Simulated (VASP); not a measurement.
# SnO2 (Cassiterite) (P4_2/mnm) in VASP: further runs

The runs below take SnO2 (Cassiterite) through single point, with LDA.

Everything below comes from runs of VASP 6.6.1. Logs are shortened: lines on timing, memory, paths and dates and some standing lists are left out, and cuts for length are marked.

**1. The undisturbed crystal**

Symmetry: P4_2/mnm, No. 136, tetragonal system. The conventional cell has a = 4.738 Å, b = 4.738 Å, c = 3.187 Å, α = 90.00°, β = 90.00°, γ = 90.00°. Around Sn (site symmetry mmm) lie 6 O at 2.05 to 2.06 Å. O (site symmetry m2m) is surrounded by 3 Sn at 2.05 to 2.06 Å.

**2. Single point, LDA**

Input file INCAR:

```
  PREC = Accurate
  ENCUT = 500
  EDIFF = 1E-7
  ISMEAR = 0
  SIGMA = 0.05
  LREAL = F
  LASPH = T
  NELM = 100
  ALGO = Normal
  ISIF = 2
  LWAVE = F
  LCHARG = F
  GGA = CA
  NBANDS = 35
  ADDGRID = F
```

Input file KPOINTS:

```
Automatic mesh
0
Gamma
  3 3 4
```

Input file POSCAR:

```
SnO2
1.0
    4.7380000000      0.0000000000      0.0000000000
    0.0000000000      4.7380000000      0.0000000000
    0.0000000000      0.0000000000      3.1865000000
Sn O
2 4
Direct
    0.5083380000      0.5032920000      0.5086530000
   -0.0051220000      0.0135540000     -0.0007820000
    0.8109230000      0.1826710000      0.5004320000
    0.6982190000      0.6813010000      0.0618330000
    0.2015220000      0.8103230000      0.4933280000
    0.2970720000      0.3208310000      0.0016070000
```

Potentials or basis: VASP PAW LDA potentials, release 64 (Sn_d, O).

On the command line:

```
> cat potpaw_LDA.64/Sn_d/POTCAR potpaw_LDA.64/O/POTCAR > POTCAR
> mpirun -np 1 vasp_std > vasp.out
```

OUTCAR:

```text
PREC = Accurate
   ENCUT = 500
   EDIFF = 1E-7
   ISMEAR = 0
   LREAL = F
   LASPH = T
   NELM = 100
   ISIF = 2
   GGA = CA

 Found     19 irreducible k-points:

 Following reciprocal coordinates:
            Coordinates               Weight
  0.000000  0.000000  0.000000      1.000000
  0.333333  0.000000  0.000000      2.000000
  0.000000  0.333333  0.000000      2.000000
  0.333333  0.333333  0.000000      2.000000
 -0.333333  0.333333  0.000000      2.000000
  0.000000  0.000000  0.250000      2.000000
   k-points           NKPTS =     19   k-points in BZ     NKDIM =     19   number of bands    NBANDS=     35
   number of dos      NEDOS =    301   number of ions     NIONS =      6
   total plane-waves  NPLWV =  31104
   dimension x,y,z NGX =    36 NGY =   36 NGZ =   24
   dimension x,y,z NGXF=    72 NGYF=   72 NGZF=   48
   ions per type =               2   4
   NGX,Y,Z   is equivalent  to a cutoff of  12.63, 12.63, 12.52 a.u.
   NGXF,Y,Z  is equivalent  to a cutoff of  25.26, 25.26, 25.04 a.u.
 SYSTEM =  unknown system
   PREC   = accura    normal or accurate (medium, high low for compatibility)
   ISTART =      0    job   : 0-new  1-cont  2-samecut
   ICHARG =      2    charge: 1-file 2-atom 10-const
   ISPIN  =      1    spin polarized calculation?
   LNONCOLLINEAR =      F non collinear calculations
   LSORBIT =      F    spin-orbit coupling
   LASPH  =      T    aspherical Exc in radial PAW
   ENCUT  =  500.0 eV  36.75 Ry    6.06 a.u.   8.64  8.64  5.81*2*pi/ulx,y,z
   NELM   =    100;   NELMIN=  2; NELMDL= -5     # of ELM steps
   EDIFF  = 0.1E-06   stopping-criterion for ELM
   LREAL  =      F    real-space projection
   EDIFFG = 0.1E-05   stopping-criterion for IOM
   NSW    =      0    number of steps for IOM
   IBRION =     -1    ionic relax: 0-MD 1-quasi-New 2-CG
   NFREE  =      0    steps in history (QN), initial steepest desc. (CG)
   ISIF   =      2    stress and relaxation
   ISYM   =      2    0-nonsym 1-usesym 2-fastsym
   POTIM  = 0.5000    time-step for ionic-motion
   TEBEG  =    0.0;   TEEND  =   0.0 temperature during run
   PSTRESS=    0.0 pullay stress
   NELECT =      52.0000    total number of electrons
   NUPDOWN=      -1.0000    fix difference up-down
   EMIN   =  10.00;   EMAX   =-10.00  energy-range for DOS
   EFERMI =   0.00;   METHOD = LEGACY
   ISMEAR =     0;   SIGMA  =   0.05  broadening in eV -4-tet -1-fermi 0-gaus
   EFERMI_NEDOS =   21; number of points for ismear=-14 and -15
   IALGO  =     38    algorithm
   IMIX   =      4    mixing-type and parameters
     AMIX     =   0.40;   BMIX     =  1.00
     AMIX_MAG =   1.60;   BMIX_MAG =  1.00
  volume/ion in A,a.u.               =      11.92        80.45
  Fermi-wavevector in a.u.,A,eV,Ry     =   1.472000  2.781677 29.480903  2.166785
  Thomas-Fermi vector in A             =   2.587068
   LORBIT       =      0    0 simple, 1 ext, 2 COOP (PROOUT), +10 PAW based schemes
   GGA     = CA    functional components
   LHFCALC =     F    Hartree Fock is set to
   AEXX    =    0.0000 exact exchange contribution
   IVDW    =     0    specifies the selected vdW correction
   LEPSILON=     F    determine dielectric tensor
   LRPA    =     F    only Hartree local field effects (RPA)
 non-spin polarized calculation
 Gauss-broadening in eV      SIGMA  =   0.05
  energy-cutoff  :      500.00
  volume of cell :       71.53
 maximum number of plane-waves:      1835
 NGX is ok and might be reduce to    36
   NGX = 17   NGY = 17   NGZ = 11

 number of electron      51.9999999 magnetization

 Free energy of the ion-electron system (eV)
  ---------------------------------------------------
  ext. energy  EPLUGINS =         0.00000000
  ---------------------------------------------------
  free energy    TOTEN  =       -41.81677972 eV

  energy without entropy =      -41.81677972  energy(sigma->0) =      -41.81677972

 E-fermi :   6.2802     XC(G=0): -11.7922

 val. band max:        5.9707941841   @ k =   0.0000   0.0000   0.0000
 cond. band min:       7.0611801132   @ k =   0.0000   0.0000   0.0000
 fundamental gap:      1.0903859292
 Fermi energy:         6.2801910035

 k-point     1 :       0.0000    0.0000    0.0000
  band No.  band energies     occupation
      1     -15.2107      2.00000
      2     -14.5740      2.00000
      3     -14.1459      2.00000
      4     -14.1337      2.00000
      5     -14.1134      2.00000
      6     -13.9764      2.00000
[... 27 lines left out ...]
     34      17.7149      0.00000
     35      18.1080      0.00000

 k-point     2 :       0.3333    0.0000    0.0000
  band No.  band energies     occupation
      1     -15.0663      2.00000
      2     -14.7112      2.00000
      3     -14.1875      2.00000
      4     -14.1292      2.00000
      5     -14.0991      2.00000
      6     -14.0484      2.00000
[... 27 lines left out ...]
     34      17.7526      0.00000
     35      18.2380      0.00000

 k-point     3 :       0.0000    0.3333    0.0000
  band No.  band energies     occupation
      1     -15.0658      2.00000
      2     -14.7223      2.00000
      3     -14.1616      2.00000
      4     -14.1290      2.00000
      5     -14.1133      2.00000
      6     -14.0499      2.00000
[... 27 lines left out ...]
     34      17.8180      0.00000
     35      18.0521      0.00000

 k-point     4 :       0.3333    0.3333    0.0000
  band No.  band energies     occupation
      1     -15.0255      2.00000
      2     -14.8618      2.00000
      3     -14.1629      2.00000
      4     -14.1353      2.00000
      5     -14.1024      2.00000
      6     -14.0533      2.00000
[... 27 lines left out ...]
     34      17.8995      0.00000
     35      18.2273      0.00000

 k-point     5 :      -0.3333    0.3333    0.0000
  band No.  band energies     occupation
      1     -15.0365      2.00000
      2     -14.8498      2.00000
      3     -14.1602      2.00000
      4     -14.1300      2.00000
      5     -14.1011      2.00000
      6     -14.0643      2.00000
[... 27 lines left out ...]
     34      17.8313      0.00000
     35      18.2973      0.00000

 k-point     6 :       0.0000    0.0000    0.2500
  band No.  band energies     occupation
      1     -14.9832      2.00000
      2     -14.7028      2.00000
      3     -14.5319      2.00000
      4     -14.1391      2.00000
      5     -14.0178      2.00000
      6     -13.9743      2.00000
[... 27 lines left out ...]
     34      17.4448      0.00000
     35      17.9900      0.00000

 [... further k-points ...]
[... 5 lines left out ...]
  --------------------------------------------------------------------------------------
  -------------------------------------------------------------------------------------
  Total        0.7619119      0.6900680      2.5134996      0.3756953     -1.5132649     -1.4906527
  in kB       17.0651968     15.4560473     56.2970159      8.4147708    -33.8938971    -33.3874315
  external PRESSURE =      29.6060867 kB  Pullay stress =       0.0000000 kB

 VOLUME and BASIS-vectors are now :
 -----------------------------------------------------------------------------
  energy-cutoff  :      500.00
  volume of cell :       71.53
      direct lattice vectors                 reciprocal lattice vectors
     4.738000000  0.000000000  0.000000000     0.211059519  0.000000000  0.000000000
     0.000000000  4.738000000  0.000000000     0.000000000  0.211059519  0.000000000
     0.000000000  0.000000000  3.186500000     0.000000000  0.000000000  0.313823945

 POSITION                                       TOTAL-FORCE (eV/Angst)
 -----------------------------------------------------------------------------------
      2.40851      2.38460      1.62082        -1.684319     -0.763660      2.127391
      4.71373      0.06422      3.18401         1.485672     -1.875007      0.057269
      3.84215      0.86550      1.59463        -1.304905      1.039301      0.298274
      3.30816      3.22800      0.19703         1.525060      1.389153     -3.066851
      0.95481      3.83931      1.57199        -0.338780      0.422069      0.542274
      1.40753      1.52010      0.00512         0.317273     -0.211855      0.041643
 -----------------------------------------------------------------------------------
    total drift:                                0.000300      0.000767     -0.000160

  FREE ENERGIE OF THE ION-ELECTRON SYSTEM (eV)
  ---------------------------------------------------
  free  energy   TOTEN  =       -41.8167797160 eV

  energy  without entropy=      -41.8167797160  energy(sigma->0) =      -41.81677972
```

It took 59 s on 1 thread of Intel Xeon Platinum 8259CL at 2.50GHz (Skylake/Cascade Lake), shared host; peak memory 0.17 GiB.

These settings aren't checked as converged: the numbers below hold their error.

What came out:

```yaml
Free_energy: -41.8168 eV
Pressure: 3.0 GPa
Largest_force: 3.696 eV/Å
Band_gap_on_the_k_mesh: 1.09 eV, direct
```

Caveat: the k mesh is coarse (spacing up to 0.49 Å⁻¹), so the values aren't converged; spin-orbit coupling is left out, which moves the levels of the heavy elements.

**3. Single point, LDA**

Changes to INCAR since step 2:

```diff
@@ -1,3 +1,3 @@
   PREC = Accurate
-  ENCUT = 500
+  ENCUT = 600
   EDIFF = 1E-7
```

KPOINTS is that of step 2.

POSCAR is that of step 2.

Potentials or basis: VASP PAW LDA potentials, release 64 (Sn_d, O).

On the command line:

```
> cat potpaw_LDA.64/Sn_d/POTCAR potpaw_LDA.64/O/POTCAR > POTCAR
> mpirun -np 1 vasp_std > vasp.out
```

Run time: 86 s. Hardware: 1 thread of Intel Xeon Platinum 8259CL at 2.50GHz (Skylake/Cascade Lake), shared host; peak memory 0.19 GiB.

These settings aren't checked as converged: the numbers below hold their error.

Results:

- Free energy: -41.8274 eV
- Pressure: 2.8 GPa
- Largest force: 3.692 eV/Å
- Band gap on the k mesh: 1.09 eV, direct

Caveat: the k mesh is coarse (spacing up to 0.49 Å⁻¹), so the values aren't converged; spin-orbit coupling is left out, which moves the levels of the heavy elements.
